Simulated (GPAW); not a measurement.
# GaN (F-43m): G0W0 on several meshes in GPAW

Aim: the GW shift of GaN (F-43m) against the k mesh.

Program: GPAW 26.7.0. Level of theory: PBE and many-body steps on it, plane waves. Results are calculated unless marked as measured.

## Step 1: Starting point

Symmetry: F-43m, No. 216, cubic system. The conventional cell has a = 4.507 Å, b = 4.507 Å, c = 4.507 Å, α = 90.00°, β = 90.00°, γ = 90.00°. Nearest to Ga lie 4 N at 1.95 Å. Nearest to N lie 4 Ga at 1.95 Å. Farther neighbours and most contacts between anions are not listed.

Structure file:

```cif
data_structure
_symmetry_space_group_name_H-M 'F-43m'
_symmetry_Int_Tables_number 216
_cell_length_a 4.5070
_cell_length_b 4.5070
_cell_length_c 4.5070
_cell_angle_alpha 90.000
_cell_angle_beta 90.000
_cell_angle_gamma 90.000
_cell_volume 91.55
loop_
_atom_site_label
_atom_site_type_symbol
_atom_site_symmetry_multiplicity
_atom_site_Wyckoff_symbol
_atom_site_fract_x
_atom_site_fract_y
_atom_site_fract_z
_atom_site_occupancy
Ga1 Ga 4 a 0.00000 0.00000 0.00000 1
N1 N 4 c 0.25000 0.25000 0.25000 1
```

The cell and positions are those that the Materials Project relaxed with its own functionals (PBE, PBE+U or r2SCAN), kept fixed. This is not the form that GaN usually takes at ambient conditions.

## Step 2: Empty states on the mesh, 6×6×6 mesh, 350 bands

This step: GPAW 26.7.0; DFT, PBE, plane waves, PAW.

The sums over transitions need many empty states on a uniform mesh; this step solves for them.

Input file run.py:

```python
import json
import numpy as np
from gpaw.mpi import world
from gpaw import GPAW

calc = GPAW('gs.gpw').fixed_density(kpts={'size': (6, 6, 6), 'gamma': True},
    parallel={'domain': 1, 'band': 1},
    txt='nscf.txt')
calc.diagonalize_full_hamiltonian(nbands=350)
calc.write('full.gpw', mode='all')
res = {}
kpts = calc.get_ibz_k_points()
res['kpts'] = kpts
res['eigenvalues'] = [calc.get_eigenvalues(kpt=k) for k in range(len(kpts))]
res['n_electrons'] = calc.get_number_of_electrons()

if world.rank == 0:
    with open('result.json', 'w') as f:
        json.dump(res, f, default=lambda x: x.tolist())
```

Command:

```sh
$ mpirun -n 4 gpaw python run.py
```

Numbers of over 12 decimals in the logs are rounded to 6 here.

Output:

```text
Diagonalizing LCAO Hamiltonian
Converting LCAO to pw mode
convergence criteria:
- Maximum integral of absolute [eigenst]ate change: 4e-08 eV^2 / valence electron
maximum number of iterations: 100

SCF iterations
|iter     |     time |      energy | eigst |  dens |
|iter:   1|  |             | +1.02 |       |
|iter:   2|  |             | -0.56 |       |
|iter:   3|  |             | -2.64 |       |
|iter:   4|  |             | -4.68 |       |
|iter:   5|  |             | -6.60 |       |
|iter:   6|  |             | -7.67c|       |
SCF steps: 6
  __  _  _
 | _ |_)|_||  |
 |__||  | ||/\| - 26.7.0

Input parameters:
  mode=PW(ecut=600.0),
  convergence={'density': 1e-06, 'bands': -3},
  gpts=array([20, 20, 20]),
  kpts=MonkhorstPack(size=(6, 6, 6), gamma=True),
  maxiter=100,
  nbands=11,
  occupations=Occupations(name='fermi-dirac', width=0.001, fixmagmom=False),
  parallel={'domain': 1, 'band': 1},
  xc=XC(name='PBE')
Matrix size: 773x773
# Writing to full.gpw (mode='all')
  [... matrices ...]

timing:  # [seconds]
  Total: 3.025  # ━━━━━━━━━━━━━━━━━━━━━━━━━━━━━━━━━━━━━━━━━━━━━━━━━━━━━━━━━━━
```

Run time: 6.1 s. Hardware: 4 MPI ranks of Arm Neoverse V1, shared host; peak memory 0.83 GiB; 24 s of CPU time.

This step gave:

| Quantity | Value |
| --- | --- |
| gap | 1.804 eV |
| k of the valence top | 0, 0, 0 |
| k of the conduction bottom | 0, 0, 0 |
| least direct gap | 1.804 eV |
| k points computed | 16 |
| lowest point of the top converged band, above the valence top | 338.2074 eV |

On this mesh the gap is 1.804 eV.

## Step 3: 6×6×6

Now the one-shot GW correction: screening in the RPA, then the self-energy of the levels asked for.

This step: G0W0 on PBE, plane waves, PAW.

Input file run.py:

```python
import json
import numpy as np
from gpaw.mpi import world
from gpaw.response.g0w0 import G0W0

gw = G0W0('full.gpw',
    filename='gw',
    kpts=[0],
    bands=(2, 6),
    ecut=210,
    nbands=158,
    integrate_gamma='WS',
    ppa=True)
gw.calculate()
res = {mode: {k: v for k, v in r.items() if k != 'sigma_eskwn'}
       for mode, r in gw.all_results.items()}

if world.rank == 0:
    with open('result.json', 'w') as f:
        json.dump(res, f, default=lambda x: x.tolist())
```

Command:

```sh
$ mpirun -n 4 gpaw python run.py
```

Output:

```text
Using integrator: PointIntegrator
FrequencyGridDescriptor(from 0.000+0.000j to 0.000+27.211j eV, 2 points)
Nonperiodic BCs:  [False False False]
Using integrator: PointIntegrator
FrequencyGridDescriptor(from 0.000+0.000j to 0.000+27.211j eV, 2 points)
Nonperiodic BCs:  [False False False]
  ___  _ _ _
 |   || | | |
 | | || | | |
 |__ ||_____|
 |___|

BZ k-points: Symmetries present (total): 24

  [... matrices ...]
216 k-points: 6 x 6 x 6 Monkhorst-Pack grid + [1/12,1/12,1/12]
16 k-points in the irreducible part of the Brillouin zone
       k-points in crystal coordinates                weights
   0:     0.00000000    0.00000000    0.00000000          1/216
   1:     0.16666667    0.16666667    0.00000000          6/216
   2:     0.16666667    0.16666667    0.16666667          8/216
   3:     0.33333333    0.16666667    0.16666667         12/216
   4:     0.33333333    0.33333333   -0.33333333         12/216
   5:     0.33333333    0.33333333    0.00000000          6/216
   6:     0.33333333    0.33333333    0.16666667         24/216
   7:     0.33333333    0.33333333    0.33333333          8/216
   8:     0.50000000    0.33333333   -0.33333333         24/216
   9:     0.50000000    0.33333333   -0.16666667         12/216
          ...
  15:     0.50000000    0.50000000    0.50000000          4/216

Distributing spins, k-points and bands (1 x 1 x 4) over 4 processes
Number of blocks: 1

Quasi particle states:
k-points (IBZ indices): [0]
Band range: (2, 6)
  [... matrices ...]
Computational parameters:
Plane wave cut-off: 210 eV
Number of bands: 158
Coulomb cutoff: None
Broadening: 0.1 eV

fxc modes: GW
Kernel: RPA
Using Godby-Needs plasmon-pole approximation:
  Fitting energy: i*E0, E0 = 1.000 Hartree
Summing all q:

Calculating screened Coulomb potential
No Coulomb truncation
FrequencyGridDescriptor(from 0.000+0.000j to 0.000+27.211j eV, 2 points)
Removing empty qpoint cache files...

Calculating chi0 body with:
    Ground state adapter containing:
    Number of spins: 1
    Number of kpoints: 216
    Number of irreducible kpoints: 16
    Number of completely occupied states: 4
    Number of partially occupied states: 4
    Occupied states memory: 0.48828125 M / cpu

    Linear response parametrization:
    q_c: [1.3877787807814457e-17, 1.3877787807814457e-17, 1.3877787807814457e-17]
    Number of frequency points: 2
    Planewave cutoff: 210.0
    Number of bands: 158
    Number of planewaves: 169
    Broadening (eta): 1e-06
    comm.size: 4
    kncomm.size: 4
    blockcomm.size: 1

    Memory estimate of potentially large arrays:
        chi0_wGG: 0.871613 M / cpu
Integrating chi0 body.

Symmetries of q_c:
    Direct symmetries (Uq -> q): 24
    Indirect symmetries (TUq -> q): 24
In total 48 allowed symmetries.

  [... matrices ...]
16 groups of equivalent kpoints. 92.592593% reduction.

Integral kind: response function
Integrating chi0 head and wings.

Symmetries of q_c:
    Direct symmetries (Uq -> q): 24
    Indirect symmetries (TUq -> q): 24
In total 48 allowed symmetries.

  [... matrices ...]
16 groups of equivalent kpoints. 92.592593% reduction.

Integral kind: response function wings

Calculating chi0 body with:
    Ground state adapter containing:
    Number of spins: 1
    Number of kpoints: 216
    Number of irreducible kpoints: 16
    Number of completely occupied states: 4
    Number of partially occupied states: 4
[... the further q-points ...]

Results:
f:      Occupation numbers
eps:     KS-eigenvalues [eV]
vxc:     KS vxc [eV]
exx:     Exact exchange [eV]
sigma:   Self-energies [eV]
dsigma:  Self-energy derivatives
Z:       Renormalization factors
qp:      QP-energies [eV]

k-point 0 (0): (0.000, 0.000, 0.000)                GW
band       f     eps     vxc     exx   sigma  dsigma       Z      qp
                                                                   GW
   2   1.000   6.408 -18.997 -22.329   2.409  -0.283   0.779   5.689
   3   1.000   6.408 -18.997 -22.329   2.409  -0.283   0.779   5.689
   4   0.000   8.212 -15.688 -11.478  -3.279  -0.231   0.812   8.968
   5   0.000  16.801 -13.883  -7.963  -4.659  -0.214   0.824  17.840
```

It took 82 s on 4 MPI ranks; peak memory 1 GiB; 5.5 min of CPU time.

This step gave:

```yaml
g0w0_gap_on_the_points_computed: 3.279 eV
least_direct_g0w0_gap_on_the_computed_points: 3.279 eV
z_at_the_valence_top: 0.7793
z_at_the_conduction_bottom: 0.8121
starting_gap_on_the_mesh: 1.804 eV
k_of_the_valence_top: 0, 0, 0
k_of_the_conduction_bottom: 0, 0, 0
```

The gap on the mesh goes from 1.80 eV to 3.28 eV, a correction of +1.47 eV.

## Step 4: Empty states on the mesh, 4×4×4 mesh, 168 bands

This step: DFT, PBE, plane waves, PAW.

Input file run.py:

```python
import json
import numpy as np
from gpaw.mpi import world
from gpaw import GPAW

calc = GPAW('gs.gpw').fixed_density(kpts={'size': (4, 4, 4), 'gamma': True},
    parallel={'domain': 1, 'band': 1},
    txt='nscf.txt')
calc.diagonalize_full_hamiltonian(nbands=168)
calc.write('full.gpw', mode='all')
res = {}
kpts = calc.get_ibz_k_points()
res['kpts'] = kpts
res['eigenvalues'] = [calc.get_eigenvalues(kpt=k) for k in range(len(kpts))]
res['n_electrons'] = calc.get_number_of_electrons()

if world.rank == 0:
    with open('result.json', 'w') as f:
        json.dump(res, f, default=lambda x: x.tolist())
```

Command:

```sh
$ mpirun -n 4 gpaw python run.py
```

Output:

```text
Diagonalizing LCAO Hamiltonian
Converting LCAO to pw mode
convergence criteria:
- Maximum integral of absolute [eigenst]ate change: 4e-08 eV^2 / valence electron
maximum number of iterations: 100

SCF iterations
|iter     |     time |      energy | eigst |  dens |
|iter:   1|  |             | +1.02 |       |
|iter:   2|  |             | -0.49 |       |
|iter:   3|  |             | -2.92 |       |
|iter:   4|  |             | -5.14 |       |
|iter:   5|  |             | -6.98 |       |
|iter:   6|  |             | -8.05c|       |
SCF steps: 6
  __  _  _
 | _ |_)|_||  |
 |__||  | ||/\| - 26.7.0

Input parameters:
  mode=PW(ecut=600.0),
  convergence={'density': 1e-06, 'bands': -3},
  gpts=array([20, 20, 20]),
  kpts=MonkhorstPack(size=(4, 4, 4), gamma=True),
  maxiter=100,
  nbands=11,
  occupations=Occupations(name='fermi-dirac', width=0.001, fixmagmom=False),
  parallel={'domain': 1, 'band': 1},
  xc=XC(name='PBE')
Matrix size: 769x769
# Writing to full.gpw (mode='all')
  [... matrices ...]

timing:  # [seconds]
  Total: 1.396  # ━━━━━━━━━━━━━━━━━━━━━━━━━━━━━━━━━━━━━━━━━━━━━━━━━━━━━━━━━━━
```

Wall time 4.7 s (4 MPI ranks); peak memory 0.81 GiB; 18 s of CPU time.

This step gave:

| Property | Result |
| --- | --- |
| gap | 1.804 eV |
| k of the valence top | 0, 0, 0 |
| k of the conduction bottom | 0, 0, 0 |
| least direct gap | 1.804 eV |
| k points computed | 8 |
| lowest point of the top converged band, above the valence top | 189.0821 eV |

On this mesh the gap is 1.804 eV.

## Step 5: 4×4×4

This step: G0W0 on PBE, plane waves, PAW.

Input file run.py:

```python
import json
import numpy as np
from gpaw.mpi import world
from gpaw.response.g0w0 import G0W0

gw = G0W0('full.gpw',
    filename='gw',
    kpts=[0],
    bands=(2, 6),
    ecut=210,
    nbands=158,
    integrate_gamma='WS',
    ppa=True)
gw.calculate()
res = {mode: {k: v for k, v in r.items() if k != 'sigma_eskwn'}
       for mode, r in gw.all_results.items()}

if world.rank == 0:
    with open('result.json', 'w') as f:
        json.dump(res, f, default=lambda x: x.tolist())
```

Command:

```sh
$ mpirun -n 4 gpaw python run.py
```

Output:

```text
Using integrator: PointIntegrator
FrequencyGridDescriptor(from 0.000+0.000j to 0.000+27.211j eV, 2 points)
Nonperiodic BCs:  [False False False]
Using integrator: PointIntegrator
FrequencyGridDescriptor(from 0.000+0.000j to 0.000+27.211j eV, 2 points)
Nonperiodic BCs:  [False False False]
  ___  _ _ _
 |   || | | |
 | | || | | |
 |__ ||_____|
 |___|

BZ k-points: Symmetries present (total): 24

  [... matrices ...]
64 k-points: 4 x 4 x 4 Monkhorst-Pack grid + [1/8,1/8,1/8]
8 k-points in the irreducible part of the Brillouin zone
       k-points in crystal coordinates                weights
   0:     0.00000000    0.00000000    0.00000000          1/64
   1:     0.25000000    0.25000000    0.00000000          6/64
   2:     0.25000000    0.25000000    0.25000000          8/64
[...]
6:     0.50000000    0.50000000    0.25000000         24/64
   7:     0.50000000    0.50000000    0.50000000          4/64

Distributing spins, k-points and bands (1 x 1 x 4) over 4 processes
Number of blocks: 1

Quasi particle states:
k-points (IBZ indices): [0]
Band range: (2, 6)
  [... matrices ...]
Computational parameters:
Plane wave cut-off: 210 eV
Number of bands: 158
Coulomb cutoff: None
Broadening: 0.1 eV

fxc modes: GW
Kernel: RPA
Using Godby-Needs plasmon-pole approximation:
  Fitting energy: i*E0, E0 = 1.000 Hartree
Summing all q:

Calculating screened Coulomb potential
No Coulomb truncation
FrequencyGridDescriptor(from 0.000+0.000j to 0.000+27.211j eV, 2 points)
Removing empty qpoint cache files...

Calculating chi0 body with:
    Ground state adapter containing:
    Number of spins: 1
    Number of kpoints: 64
    Number of irreducible kpoints: 8
    Number of completely occupied states: 4
    Number of partially occupied states: 4
    Occupied states memory: 0.48828125 M / cpu

    Linear response parametrization:
    q_c: [0.0, 0.0, 0.0]
    Number of frequency points: 2
    Planewave cutoff: 210.0
    Number of bands: 158
    Number of planewaves: 169
    Broadening (eta): 1e-06
    comm.size: 4
    kncomm.size: 4
    blockcomm.size: 1

    Memory estimate of potentially large arrays:
        chi0_wGG: 0.871613 M / cpu
Integrating chi0 body.

Symmetries of q_c:
    Direct symmetries (Uq -> q): 24
    Indirect symmetries (TUq -> q): 24
In total 48 allowed symmetries.

  [... matrices ...]
8 groups of equivalent kpoints. 87.5% reduction.

Integral kind: response function
Integrating chi0 head and wings.

Symmetries of q_c:
    Direct symmetries (Uq -> q): 24
    Indirect symmetries (TUq -> q): 24
In total 48 allowed symmetries.

  [... matrices ...]
8 groups of equivalent kpoints. 87.5% reduction.

Integral kind: response function wings

Calculating chi0 body with:
    Ground state adapter containing:
    Number of spins: 1
    Number of kpoints: 64
    Number of irreducible kpoints: 8
    Number of completely occupied states: 4
    Number of partially occupied states: 4
    Occupied states memory: 0.48828125 M / cpu

    Linear response parametrization:
[... the further q-points ...]

Results:
f:      Occupation numbers
eps:     KS-eigenvalues [eV]
vxc:     KS vxc [eV]
exx:     Exact exchange [eV]
sigma:   Self-energies [eV]
dsigma:  Self-energy derivatives
Z:       Renormalization factors
qp:      QP-energies [eV]

k-point 0 (0): (0.000, 0.000, 0.000)                GW
band       f     eps     vxc     exx   sigma  dsigma       Z      qp
                                                                   GW
   2   1.000   6.408 -18.997 -22.504   2.604  -0.288   0.776   5.706
   3   1.000   6.408 -18.997 -22.504   2.604  -0.288   0.776   5.706
   4   0.000   8.212 -15.688 -11.182  -3.580  -0.237   0.808   8.960
   5   0.000  16.801 -13.883  -7.929  -4.740  -0.218   0.821  17.797
```

The job ended after 19 s (4 MPI ranks; peak memory 1 GiB).

This step gave:

| Item | Value |
| --- | --- |
| G0W0 gap on the points computed | 3.253 eV |
| least direct G0W0 gap on the computed points | 3.253 eV |
| Z at the valence top | 0.7762 |
| Z at the conduction bottom | 0.8081 |
| starting gap on the mesh | 1.804 eV |
| k of the valence top | 0, 0, 0 |
| k of the conduction bottom | 0, 0, 0 |

Against G0W0 in GPAW (6×6×6 mesh, 158 bands, screening to 210 eV, Godby-Needs plasmon pole), the gap moves by −0.025 eV.

## Step 6: Side by side

Times are wall times on 4 MPI ranks of Arm Neoverse V1, shared host, good to a factor of about two.

```tsv
run	mesh	bands	screening cutoff (eV)	DFT gap (eV)	gap on the mesh (eV)	direct (eV)	time
6×6×6	6×6×6	158	210	1.804	3.279	3.279	82 s
4×4×4	4×4×4	158	210	1.804	3.253	3.253	19 s
```

## Step 7: Summary of results

```yaml
6x6x6: 3.279 eV
4x4x4: 3.253 eV
known_limits: not at the basis limit; no spin-orbit coupling; coarse k mesh
```

**Reading.** 4×4×4: −0.025 eV against 6×6×6. Bands and cutoff are finite, so the gap is not at the basis limit. The miss can reach some tenths of an eV and take either sign; the mesh is an error of its own. These stock PAW sets were not made for GW; the filled d or f shell of Ga lies in the frozen core, which bears on start and correction. In the G0W0 runs levels were corrected at 1 k point alone, so a gap called «on the mesh» is the least over those, and an edge elsewhere would be missed. The many-body steps are scalar-relativistic: spin-orbit coupling is not in them.

[Paths, hosts, dates, memory and timing lines, banners, echoed tables and standing remarks are left out of the program output.]

[Logs are printed without paths, hosts, clocks, repeated set-up lines and the standing remarks that a program may print on its own settings, such as how far it seeks lower states.]

[Runs of the session that timed out or met a known fault of the program may be left out.]

[Hosts, paths, dates, database ids (printed as entryN), source tags and the programs' standing remarks are cut or masked in the printed files.]
